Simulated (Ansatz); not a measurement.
# CdTe: elastic constants with LDA

**What was measured.**

From a printed reference work, data compilation, for a bulk crystal of CdTe at 0 K: band gap 1.607 eV.

The system is CdTe.

```xyz
2
Lattice="0.0000 3.2050 3.2050 3.2050 0.0000 3.2050 3.2050 3.2050 0.0000" Properties=species:S:1:pos:R:3 pbc="T T T"
Te    4.8075    4.8075    4.8075
Cd    0.0000    0.0000    0.0000
```

```json
{"Program": "Ansatz 0.2.0", "Task": "elastic constants", "Functional": "LDA", "Potentials or basis": "Ansatz PAW", "Cutoff": "420 eV (not typed: the program's choice for these potentials)", "k mesh": "5 × 5 × 5", "Occupations": "fixed", "Spin": "no spin polarisation", "Atoms under strain": "relaxed"}
```

The pressure is 0.0 GPa. The band gap on the k mesh is 0.60 eV, direct, the elastic constants C11, C12, C44 are 59, 40, 21 GPa and the voigt bulk modulus is 46 GPa.

Levels at points of the mesh, in eV from the valence-band top:
```tsv
k point	band 16	band 17	band 18	band 19	band 20	band 21
(0.00, 0.00, 0.00)	0.00	0.00	0.00	0.60	4.51	4.51
```

Elastic tensor in Voigt notation (GPa, in the Cartesian axes of the cell as first typed):
```
59 40 40  0  0  0
40 59 40  0  0  0
40 40 59  0  0  0
 0  0  0 21  0  0
 0  0  0  0 21  0
 0  0  0  0  0 21
```

It took 21 s on 2 threads of Intel(R) Xeon(R) Processor @ 2.70GHz, with other jobs on the host, peak memory 0.41 GiB.

Measured gap of CdTe: 1.607 eV (0 K; a printed reference work, data compilation). This calculation gives 0.60 eV (-1.00 eV). So large a miss can be the level of theory's own, or it may mean another phase, state or a wrong row. Spin-orbit coupling on Cd, Te is left out. The value is that of LDA, without temperature or zero-point motion. Semilocal functionals fall short of measured gaps as a rule.

Caveat: odd divisions of the mesh miss points on the zone boundary, where band edges often lie, so the gap on the mesh can be too wide; spin-orbit coupling is left out, which moves the levels of the heavy elements; the PAW data sets come from PBE, with cores solved anew for the run's functional, which leaves a small shift of forces and pressure.
